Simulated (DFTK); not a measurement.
BN in DFTK: convergence with tol

The system is BN.

```
N B
1.0
     2.49824    0.00000    0.00000
    -1.24912    2.16354    0.00000
     0.00000    0.00000    6.63570
N B
2 2
Cartesian
  1.2491 0.7212 1.6589
  0.0000 1.4424 4.9768
  1.2491 0.7212 4.9768
  0.0000 1.4424 1.6589
```

* Program: DFTK 0.8.2
* Task: convergence study
* Functional: LDA
* Potentials or basis: cp2k.nc.sr.lda.v0_1.largecore.gth (LDA, GTH)
* Cutoff: 1633 eV
* k mesh: 5 × 5 × 2
* Occupations: methfessel-paxton order 1, width 0.02 eV
* Spin: collinear spin, antiferromagnetic start
* Starting moments: [0.5, -0.5, 0.0, 0.0] μB

These are the settings of the first run; the series varies tol, with any setting tied to it.

Hardware: 1 thread of Intel(R) Xeon(R) Platinum 8488C (Sapphire Rapids), with other jobs on the host.

Question: The values tried are 0.1, 0.01, 0.001, 0.0001, 1e-05, 1e-06, 1e-08, loosest first. From which on does the energy stay within 1 meV/atom of the tightest run that finished?

Answer: From 0.01 on.

```
   tol  energy less the tightest run (meV/atom)  absolute moment (μB)  gap on the mesh (eV)  SCF cycles
   0.1                                     5.30                  0.05                 4.676           3
  0.01                                     0.16                  0.03                 4.520           4
 0.001                                     0.00                  0.00                 4.522           6
0.0001                                     0.00                  0.00                 4.525           8
 1e-05                                     0.00                  0.00                 4.526           9
 1e-06                                     0.00                  0.00                 4.526          11
 1e-08                                     0.00                  0.00                 4.526          15
```

Against the tightest run, the absolute moment stays within 0.02 μB from 0.001 on; the gap on the mesh stays within 0.01 eV from 0.01 on. The tightest run that finished is the yardstick and may itself not be fully converged.

Caveat, for the tightest run too: the k mesh is coarse (spacing up to 0.58 Å⁻¹), so the values aren't converged; the cutoff is short for these potentials, so energies and forces aren't converged, fitted volumes are rough and the log's stress (off by 3 to 10 GPa or more in trials) isn't used; with this smearing the Fermi level of a gapped crystal can stick at a band edge; an odd mesh through Γ misses points on the zone boundary, where band edges often lie.
